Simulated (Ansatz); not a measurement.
MnO:

```
Mn O
1.0
     0.00000    2.22391    2.22391
     2.22391    0.00000    2.22391
     2.22391    2.22391    0.00000
Mn O
1 1
Direct
  0.00000 0.00000 0.00000
  0.50000 0.50000 0.50000
```

The cell is a database's computed one.

Base run:

* Program: Ansatz 0.2.0
* Functional: PBE0
* Potentials or basis: Ansatz PAW
* Cutoff: 420 eV
* Density cutoff: 1680 eV
* k mesh: 6 × 6 × 6
* Occupations: fermi-dirac, width 0.05 eV
* Spin: collinear spin, ferromagnetic start
* Starting moments: [4.0, 0.0] μB

Its results: band gap on the k mesh 1.96 eV, indirect (least direct gap 4.75 eV); net moment 5.00 μB per cell; site moments Mn +4.31; O +0.23 μB.

Problem. The run is repeated on the same cell with these changes: functional from PBE0 to B3LYP5. What comes out?

Solution. Band gap on the k mesh 1.84 eV, indirect (least direct gap 4.36 eV); net moment 5.00 μB per cell; site moments Mn +4.29; O +0.27 μB.

Caveats: the magnetic or orbital state may not be the lowest; a cell with one magnetic atom can't hold antiferromagnetic order, which such compounds often take.

Not every run made on this cell is shown here.
